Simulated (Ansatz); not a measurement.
A relaxation computed with Ansatz, from input to last step.

```yaml
crystal:
  lattice:
    - [3.3258651738, 0.0, 0.0]
    - [0.0, 3.2047778495, 0.0]
    - [0.0, 0.0, 7.8078266109]
  atoms:
    - { symbol: Si, position: [0.0, 0.0, 0.3346933235] }
    - { symbol: Si, position: [0.5, 0.5, 0.1653066765] }
    - { symbol: Si, position: [0.5, 0.5, 0.8346933235] }
    - { symbol: Si, position: [0.0, 0.0, 0.6653066765] }
    - { symbol: W, position: [0.0, 0.0, 0.0] }
    - { symbol: W, position: [0.5, 0.5, 0.5] }
basis:
  ecutwfc: 420
kpoints:
  mp_grid: { grid: [12, 12, 6] }
hamiltonian:
  xc: pbe
scf:
  occupations: { method: gaussian, width: 0.1 }
output:
  forces: true
  stress: true
  eigenvalues: true
relax:
  adjacent_minimum: "off"
  f_tol: 0.008
  max_steps: 40
  cell: { stress_tol: 0.015, fix: [a, angles] }
```

```bash
ansatz run input.yaml --threads 1 --pin off --max-ram 2560MiB --backend cpu --events-out ev --progress --plain --runs-dir out
```

The calculation used DFT PBE, scalar-relativistic, plane waves, PAW (Ansatz 0.2.0).

Of 6 frames 5 are shown, positions in Å and forces in eV/Å; the SCF threshold varies from step to step. Steps run on the plane waves of an earlier cell, with a Pulay correction in the pressure. The basis is chosen afresh for the last frame, the zero of the energies, and at times for earlier ones too; energy and pressure step there, also at an unchanged geometry.

```xyz
6
Lattice="3.3259 0.0000 0.0000 0.0000 3.2048 0.0000 0.0000 0.0000 7.8078" Properties=species:S:1:pos:R:3:forces:R:3 pbc="T T T" step=1 free_energy_over_end_meV_per_atom=0.35 pressure_GPa=-2.55
Si    0.0000    0.0000    2.6132    0.0000    0.0000    0.0146
Si    1.6629    1.6024    1.2907    0.0000    0.0000   -0.0146
Si    1.6629    1.6024    6.5171    0.0000    0.0000    0.0146
Si    0.0000    0.0000    5.1946    0.0000    0.0000   -0.0146
W     0.0000    0.0000    0.0000    0.0000    0.0000    0.0000
W     1.6629    1.6024    3.9039    0.0000    0.0000    0.0000
6
Lattice="3.3259 0.0000 0.0000 0.0000 3.2041 0.0000 0.0000 0.0000 7.8498" Properties=species:S:1:pos:R:3:forces:R:3 pbc="T T T" step=2 free_energy_over_end_meV_per_atom=0.07 pressure_GPa=-3.74
Si    0.0000    0.0000    2.6283    0.0000    0.0000    0.0075
Si    1.6629    1.6021    1.2966    0.0000    0.0000   -0.0075
Si    1.6629    1.6021    6.5532    0.0000    0.0000    0.0075
Si    0.0000    0.0000    5.2215    0.0000    0.0000   -0.0075
W     0.0000    0.0000    0.0000    0.0000    0.0000    0.0000
W     1.6629    1.6021    3.9249    0.0000    0.0000    0.0000
6
Lattice="3.3259 0.0000 0.0000 0.0000 3.2054 0.0000 0.0000 0.0000 7.8385" Properties=species:S:1:pos:R:3:forces:R:3 pbc="T T T" step=3 free_energy_over_end_meV_per_atom=0.02 pressure_GPa=-3.49
Si    0.0000    0.0000    2.6246    0.0000    0.0000    0.0035
Si    1.6629    1.6027    1.2947    0.0000    0.0000   -0.0035
Si    1.6629    1.6027    6.5438    0.0000    0.0000    0.0035
Si    0.0000    0.0000    5.2139    0.0000    0.0000   -0.0035
W     0.0000    0.0000    0.0000    0.0000    0.0000    0.0000
W     1.6629    1.6027    3.9192    0.0000    0.0000    0.0000
6
Lattice="3.3259 0.0000 0.0000 0.0000 3.2049 0.0000 0.0000 0.0000 7.8384" Properties=species:S:1:pos:R:3:forces:R:3 pbc="T T T" step=4 free_energy_over_end_meV_per_atom=0.02 pressure_GPa=-3.45
Si    0.0000    0.0000    2.6248    0.0000    0.0000   -0.0022
Si    1.6629    1.6025    1.2944    0.0000    0.0000    0.0022
Si    1.6629    1.6025    6.5440    0.0000    0.0000   -0.0022
Si    0.0000    0.0000    5.2136    0.0000    0.0000    0.0022
W     0.0000    0.0000    0.0000    0.0000    0.0000    0.0000
W     1.6629    1.6025    3.9192    0.0000    0.0000    0.0000
6
Lattice="3.3259 0.0000 0.0000 0.0000 3.2050 0.0000 0.0000 0.0000 7.8384" Properties=species:S:1:pos:R:3:forces:R:3 pbc="T T T" step=6 free_energy_over_end_meV_per_atom=0.00 pressure_GPa=-3.46
Si    0.0000    0.0000    2.6247    0.0000    0.0000    0.0000
Si    1.6629    1.6025    1.2945    0.0000    0.0000    0.0000
Si    1.6629    1.6025    6.5439    0.0000    0.0000    0.0000
Si    0.0000    0.0000    5.2137    0.0000    0.0000    0.0000
W     0.0000    0.0000    0.0000    0.0000    0.0000    0.0000
W     1.6629    1.6025    3.9192    0.0000    0.0000    0.0000
```

It took 2.1 min on 1 thread of Intel(R) Xeon(R) Platinum 8259CL CPU @ 2.50GHz (Skylake/Cascade Lake), with other jobs on the host, peak memory 0.67 GiB.

Spin–orbit coupling is left out, which can shift energies with elements as heavy as these.